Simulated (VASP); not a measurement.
# NaI (I4/mmm) in VASP: notebook

The runs below take NaI through single point, with PBE.

Everything below comes from runs of VASP 6.6.1. Logs are shortened: lines on timing, memory, paths and dates and some standing lists are left out, and cuts for length are marked.

### 1 The cell of the first run

Symmetry: I4/mmm, No. 139, tetragonal system. The conventional cell has a = 4.714 Å, b = 4.714 Å, c = 6.570 Å, α = 90.00°, β = 90.00°, γ = 90.00°. Na (site symmetry 4/mmm) has 6 I at 3.28 to 3.33 Å as nearest neighbours. I (site symmetry 4/mmm) has 6 Na at 3.28 to 3.33 Å as nearest neighbours.

### 2 Single point, PBE (strain +0.030 along x and y, +0.015 along z, atoms carried along)

File INCAR:

```
SYSTEM = NaI
PREC = Accurate
ENCUT = 520
EDIFF = 1E-7
ISMEAR = 0
SIGMA = 0.05
LREAL = .FALSE.
LASPH = .TRUE.
NELM = 80
ALGO = Normal
ISIF = 2
LWAVE = .FALSE.
LCHARG = .TRUE.
GGA = PE
LELF = .TRUE.
LVHAR = .TRUE.
NBANDS = 14
```

File KPOINTS:

```
regular mesh
0
G
  6 6 6
  0 0 0
```

File POSCAR:

```
NaI
1.0
    0.0000000000      3.3334920000      3.2849460000
    3.3334920000      0.0000000000      3.2849460000
    3.3334920000      3.3334920000      0.0000000000
Na I
1 1
Direct
    0.0000000000      0.0000000000      0.0000000000
    0.5000000000      0.5000000000      0.5000000000
```

Potentials or basis: VASP PAW PBE potentials, release 64 (Na_pv, I).

Command:

```sh
$ cat potpaw_PBE.64/Na_pv/POTCAR potpaw_PBE.64/I/POTCAR > POTCAR
$ mpirun -np 1 vasp_std > vasp.out
```

OUTCAR:

```text
SYSTEM = NaI
   PREC = Accurate
   ENCUT = 520
   EDIFF = 1E-7
   ISMEAR = 0
   LREAL = .FALSE.
   LASPH = .TRUE.
   NELM = 80
   ISIF = 2
   GGA = PE

 ion  position               nearest neighbor table
   1  0.000  0.000  0.000-
   2  0.500  0.500  0.500-

  LATTYP: Found a body centered tetragonal cell.
 ALAT       =     4.7142695965
 C/A-ratio  =     1.3936182192

  Lattice vectors:

 A1 = (   0.0000000000,  -3.3334920000,  -3.2849460000)
 A2 = (   0.0000000000,   3.3334920000,  -3.2849460000)
 A3 = (   3.3334920000,   0.0000000000,   3.2849460000)

Analysis of symmetry for initial positions (statically):
=====================================================================
 Subroutine PRICEL returns:
 Original cell was already a primitive cell.

 Routine SETGRP: Setting up the symmetry group for a
 body centered tetragonal supercell.

 Subroutine GETGRP returns: Found 16 space group operations
 (whereof 16 operations were pure point group operations)
 out of a pool of 16 trial point group operations.

The static configuration has the point symmetry D_4h.

Analysis of symmetry for dynamics (positions and initial velocities):
=====================================================================
 Subroutine PRICEL returns:
 Original cell was already a primitive cell.

 Routine SETGRP: Setting up the symmetry group for a
 body centered tetragonal supercell.

 Subroutine GETGRP returns: Found 16 space group operations
 (whereof 16 operations were pure point group operations)
 out of a pool of 16 trial point group operations.

The dynamic configuration has the point symmetry D_4h.

 Subroutine INISYM returns: Found 16 space group operations
 (whereof 16 operations are pure point group operations),
 and found     1 'primitive' translations

----------------------------------------------------------------------------------------

                                     Primitive cell

  volume of cell :      73.0057

  direct lattice vectors                    reciprocal lattice vectors
     0.000000000  3.333492000  3.284946000    -0.149992860  0.149992860  0.152209504
     3.333492000  0.000000000  3.284946000     0.149992860 -0.149992860  0.152209504
     3.333492000  3.333492000  0.000000000     0.149992860  0.149992860 -0.152209504

  length of vectors
     4.680068283  4.680068283  4.714269596     0.261081308  0.261081308  0.261081308

  position of ions in fractional coordinates (direct lattice)
     0.000000000  0.000000000  0.000000000
     0.500000000  0.500000000  0.500000000

  ion indices of the primitive-cell ions
   primitive index   ion index
                 1           1
                 2           2

----------------------------------------------------------------------------------------

 KPOINTS: regular mesh

Automatic generation of k-mesh.
 Grid dimensions read from file:
 generate k-points for:    6    6    6

 Generating k-lattice:

  Cartesian coordinates                     Fractional coordinates (reciprocal lattice)
    -0.024998810  0.024998810  0.025368251     0.166666667  0.000000000  0.000000000
     0.024998810 -0.024998810  0.025368251     0.000000000  0.166666667  0.000000000
     0.024998810  0.024998810 -0.025368251     0.000000000  0.000000000  0.166666667

  Length of vectors
     0.043513551  0.043513551  0.043513551

  Shift w.r.t. Gamma in fractional coordinates (k-lattice)
     0.000000000  0.000000000  0.000000000

 Subroutine IBZKPT returns following result:
 ===========================================

 Found     30 irreducible k-points:

 Following reciprocal coordinates:
            Coordinates               Weight
  0.000000  0.000000  0.000000      1.000000
  0.166667  0.000000  0.000000      8.000000
  0.333333 -0.000000  0.000000      8.000000
  0.500000  0.000000  0.000000      4.000000
  0.166667  0.166667  0.000000      2.000000
  0.333333  0.166667  0.000000      8.000000
[... 16 lines left out ...]
  0.333333  0.000000  0.333333      4.000000
  0.500000 -0.000000  0.333333     16.000000
 [... further k-points ...]
   k-points           NKPTS =     30   k-points in BZ     NKDIM =     30   number of bands    NBANDS=     14
   number of dos      NEDOS =    301   number of ions     NIONS =      2
   total plane-waves  NPLWV =  46656
   dimension x,y,z NGX =    36 NGY =   36 NGZ =   36
   dimension x,y,z NGXF=    72 NGYF=   72 NGZF=   72
   ions per type =               1   1
   NGX,Y,Z   is equivalent  to a cutoff of  12.79, 12.79, 12.70 a.u.
   NGXF,Y,Z  is equivalent  to a cutoff of  25.58, 25.58, 25.39 a.u.
 SYSTEM =  NaI
   PREC   = accura    normal or accurate (medium, high low for compatibility)
   ISTART =      0    job   : 0-new  1-cont  2-samecut
   ICHARG =      2    charge: 1-file 2-atom 10-const
   ISPIN  =      1    spin polarized calculation?
   LNONCOLLINEAR =      F non collinear calculations
   LSORBIT =      F    spin-orbit coupling
   LASPH  =      T    aspherical Exc in radial PAW
   ENCUT  =  520.0 eV  38.22 Ry    6.18 a.u.   8.70  8.70  8.77*2*pi/ulx,y,z
   NELM   =     80;   NELMIN=  2; NELMDL= -5     # of ELM steps
   EDIFF  = 0.1E-06   stopping-criterion for ELM
   LREAL  =      F    real-space projection
   EDIFFG = 0.1E-05   stopping-criterion for IOM
   NSW    =      0    number of steps for IOM
   IBRION =     -1    ionic relax: 0-MD 1-quasi-New 2-CG
   NFREE  =      0    steps in history (QN), initial steepest desc. (CG)
   ISIF   =      2    stress and relaxation
   ISYM   =      2    0-nonsym 1-usesym 2-fastsym
   POTIM  = 0.5000    time-step for ionic-motion
   TEBEG  =    0.0;   TEEND  =   0.0 temperature during run
   PSTRESS=    0.0 pullay stress
   NELECT =      14.0000    total number of electrons
   NUPDOWN=      -1.0000    fix difference up-down
   EMIN   =  10.00;   EMAX   =-10.00  energy-range for DOS
   EFERMI =   0.00;   METHOD = LEGACY
   ISMEAR =     0;   SIGMA  =   0.05  broadening in eV -4-tet -1-fermi 0-gaus
   EFERMI_NEDOS =   21; number of points for ismear=-14 and -15
   IALGO  =     38    algorithm
   IMIX   =      4    mixing-type and parameters
     AMIX     =   0.40;   BMIX     =  1.00
     AMIX_MAG =   1.60;   BMIX_MAG =  1.00
  volume/ion in A,a.u.               =      36.50       246.33
  Fermi-wavevector in a.u.,A,eV,Ry     =   0.944058  1.784010 12.126121  0.891245
  Thomas-Fermi vector in A             =   2.071825
   LORBIT       =      0    0 simple, 1 ext, 2 COOP (PROOUT), +10 PAW based schemes
   GGA     = PE    functional components
   LHFCALC =     F    Hartree Fock is set to
   AEXX    =    0.0000 exact exchange contribution
   IVDW    =     0    specifies the selected vdW correction
   LEPSILON=     F    determine dielectric tensor
   LRPA    =     F    only Hartree local field effects (RPA)
 non-spin polarized calculation
 Gauss-broadening in eV      SIGMA  =   0.05
  energy-cutoff  :      520.00
  volume of cell :       73.01
 maximum number of plane-waves:      1996
   NGX = 17   NGY = 17   NGZ = 17

 number of electron      14.0000006 magnetization

 Free energy of the ion-electron system (eV)
  ---------------------------------------------------
  ext. energy  EPLUGINS =         0.00000000
  ---------------------------------------------------
  free energy    TOTEN  =        -5.38004559 eV

  energy without entropy =       -5.38004559  energy(sigma->0) =       -5.38004559

 E-fermi :   0.6501     XC(G=0):  -7.4102

 val. band max:        0.3238437939   @ k =   0.0000   0.0000   0.0000
 cond. band min:       3.7740975554   @ k =   0.0000   0.0000   0.0000
 fundamental gap:      3.4502537614
 Fermi energy:         0.6500915284

 k-point     1 :       0.0000    0.0000    0.0000
  band No.  band energies     occupation
      1     -22.2226      2.00000
      2     -22.2226      2.00000
      3     -22.2208      2.00000
      4     -10.5244      2.00000
      5       0.3044      2.00000
      6       0.3238      2.00000
      7       0.3238      2.00000
      8       3.7741      0.00000
      9       8.2083      0.00000
     10       8.2083      0.00000
     11       8.2997      0.00000
     12       9.8634      0.00000
     13      10.0124      0.00000
     14      10.6905      0.00000

 k-point     2 :       0.1667    0.0000    0.0000
  band No.  band energies     occupation
      1     -22.2232      2.00000
      2     -22.2227      2.00000
      3     -22.2211      2.00000
      4     -10.4650      2.00000
      5      -0.3308      2.00000
      6       0.2521      2.00000
      7       0.2558      2.00000
      8       4.5417      0.00000
      9       7.7292      0.00000
     10       8.3491      0.00000
     11       8.4364      0.00000
     12       9.3917      0.00000
     13       9.4686      0.00000
     14      10.8587      0.00000

 k-point     3 :       0.3333   -0.0000    0.0000
  band No.  band energies     occupation
      1     -22.2248      2.00000
      2     -22.2228      2.00000
      3     -22.2214      2.00000
      4     -10.3404      2.00000
      5      -1.2435      2.00000
      6       0.1282      2.00000
      7       0.1406      2.00000
      8       5.3191      0.00000
      9       7.8898      0.00000
     10       7.9486      0.00000
     11       8.0209      0.00000
     12      10.2459      0.00000
     13      10.4377      0.00000
     14      10.4415      0.00000
[... 324 lines left out ...]
 k-point    23 :       0.3333    0.0000    0.3333
  band No.  band energies     occupation
      1     -22.2247      2.00000
      2     -22.2234      2.00000
      3     -22.2217      2.00000
      4     -10.2933      2.00000
      5      -1.0886      2.00000
      6      -0.2049      2.00000
      7      -0.1566      2.00000
      8       5.2308      0.00000
      9       6.3418      0.00000
     10       8.1979      0.00000
     11      10.0135      0.00000
     12      10.1356      0.00000
     13      11.0354      0.00000
     14      13.8315      0.00000

 k-point    24 :       0.5000   -0.0000    0.3333
  band No.  band energies     occupation
      1     -22.2250      2.00000
      2     -22.2237      2.00000
      3     -22.2220      2.00000
      4     -10.2313      2.00000
      5      -1.2386      2.00000
      6      -0.5228      2.00000
      7      -0.2281      2.00000
      8       5.2722      0.00000
      9       6.5348      0.00000
     10       8.5702      0.00000
     11       9.6406      0.00000
     12      10.6951      0.00000
     13      12.5329      0.00000
     14      13.1163      0.00000

 [... further k-points ...]

------------------------ aborting loop because EDIFF is reached ----------------------------------------

  FORCE on cell =-STRESS in cart. coord.  units (eV):
  Direction    XX          YY          ZZ          XY          YZ          ZX
  --------------------------------------------------------------------------------------
  -------------------------------------------------------------------------------------
  Total       -0.3259749     -0.3259749     -0.2169602      0.0000000      0.0000000     -0.0000000
  in kB       -7.1538146     -7.1538146     -4.7613879      0.0000000      0.0000000     -0.0000000
  external PRESSURE =      -6.3563390 kB  Pullay stress =       0.0000000 kB

 VOLUME and BASIS-vectors are now :
 -----------------------------------------------------------------------------
  energy-cutoff  :      520.00
  volume of cell :       73.01
      direct lattice vectors                 reciprocal lattice vectors
     0.000000000  3.333492000  3.284946000    -0.149992860  0.149992860  0.152209504
     3.333492000  0.000000000  3.284946000     0.149992860 -0.149992860  0.152209504
     3.333492000  3.333492000  0.000000000     0.149992860  0.149992860 -0.152209504

 POSITION                                       TOTAL-FORCE (eV/Angst)
 -----------------------------------------------------------------------------------
      0.00000      0.00000      0.00000         0.000000      0.000000      0.000000
      3.33349      3.33349      3.28495        -0.000000     -0.000000      0.000000
 -----------------------------------------------------------------------------------
    total drift:                                0.000000      0.000000      0.000000

  FREE ENERGIE OF THE ION-ELECTRON SYSTEM (eV)
  ---------------------------------------------------
  free  energy   TOTEN  =        -5.3800455865 eV

  energy  without entropy=       -5.3800455865  energy(sigma->0) =       -5.38004559
```

Run time: 19 s. Hardware: 1 thread of Intel Xeon 6975P-C (Granite Rapids), shared host; peak memory 0.2 GiB.

What came out:

```yaml
Free_energy: -5.3800 eV
Pressure: -0.6 GPa
Band_gap_on_the_k_mesh: 3.45 eV, direct
```

Stress tensor (GPa, compression positive):
```
-0.72  0.00  0.00
 0.00 -0.72  0.00
 0.00  0.00 -0.48
```

Levels at points of the mesh, in eV from the valence-band top:
```csv
k point,band 4,band 5,band 6,band 7,band 8,band 9,band 10,band 11
"(0.00, 0.00, 0.00)",-10.85,-0.02,0.00,0.00,3.45,7.88,7.88,7.98
"(0.50, 0.00, 0.00)",-10.60,-1.94,-0.26,-0.24,5.06,7.32,7.42,8.19
"(0.50, 0.50, 0.00)",-10.53,-1.68,-0.68,-0.68,4.42,5.65,9.48,10.81
"(0.50, 0.00, 0.50)",-10.54,-1.68,-0.67,-0.62,4.43,5.68,9.37,10.77
```

Caveat: spin-orbit coupling is left out, which moves the levels of the heavy elements.

### 3 Single point, PBE (strain +0.015 along x and y, -0.015 along z, atoms carried along)

File INCAR:

```
SYSTEM = NaI
ALGO     = Normal         ! electronic algorithm
EDIFF    = 1E-6           ! SCF threshold, eV
ENCUT    = 520            ! plane-wave cutoff, eV
GGA      = PE             ! functional
ISIF     = 2              ! what is computed and relaxed
ISMEAR   = 0              ! smearing method
LASPH    = .TRUE.         ! aspherical terms in the spheres
LCHARG   = .TRUE.         ! write CHGCAR
LELF     = .TRUE.         ! ELF
LREAL    = .FALSE.        ! projectors in reciprocal space
LVHAR    = .TRUE.       
LWAVE    = .FALSE.        ! write WAVECAR
NBANDS   = 14             ! bands
NELM     = 60             ! most SCF steps
PREC     = Accurate       ! precision mode
SIGMA    = 0.05           ! smearing width, eV
```

File KPOINTS:

```
k-points
0
G
  6 6 6
  0 0 0
```

File POSCAR:

```
NaI
1.0
    0.0000000000      3.2849460000      3.1878540000
    3.2849460000      0.0000000000      3.1878540000
    3.2849460000      3.2849460000      0.0000000000
Na I
1 1
Direct
    0.0000000000      0.0000000000      0.0000000000
    0.5000000000      0.5000000000      0.5000000000
```

Potentials or basis: VASP PAW PBE potentials, release 64 (Na_pv, I).

Command:

```sh
$ cat potpaw_PBE.64/Na_pv/POTCAR potpaw_PBE.64/I/POTCAR > POTCAR
$ mpirun -np 1 vasp_std > vasp.out
```

Wall time 15 s (1 thread of Intel Xeon 6975P-C (Granite Rapids), shared host); peak memory 0.21 GiB.

It converged, with:

| Item | Value |
| --- | --- |
| Free energy | -5.3838 eV |
| Pressure | 0.2 GPa |
| Band gap on the k mesh | 3.59 eV, direct |

Stress tensor (GPa, compression positive):
```
-0.02  0.00  0.00
 0.00 -0.02  0.00
 0.00  0.00  0.72
```

Levels at points of the mesh, in eV from the valence-band top:
| k point | band 5 | band 6 | band 7 | band 8 | band 9 | band 10 |
| --- | --- | --- | --- | --- | --- | --- |
| (0.00, 0.00, 0.00) | -0.04 | 0.00 | 0.00 | 3.59 | 7.86 | 7.86 |
| (0.50, 0.00, 0.00) | -2.14 | -0.31 | -0.26 | 5.07 | 7.31 | 7.54 |
| (0.50, 0.50, 0.00) | -1.86 | -0.78 | -0.78 | 4.45 | 5.52 | 9.91 |
| (0.50, 0.00, 0.50) | -1.87 | -0.77 | -0.66 | 4.48 | 5.60 | 9.69 |

Caveat: spin-orbit coupling is left out, which moves the levels of the heavy elements.
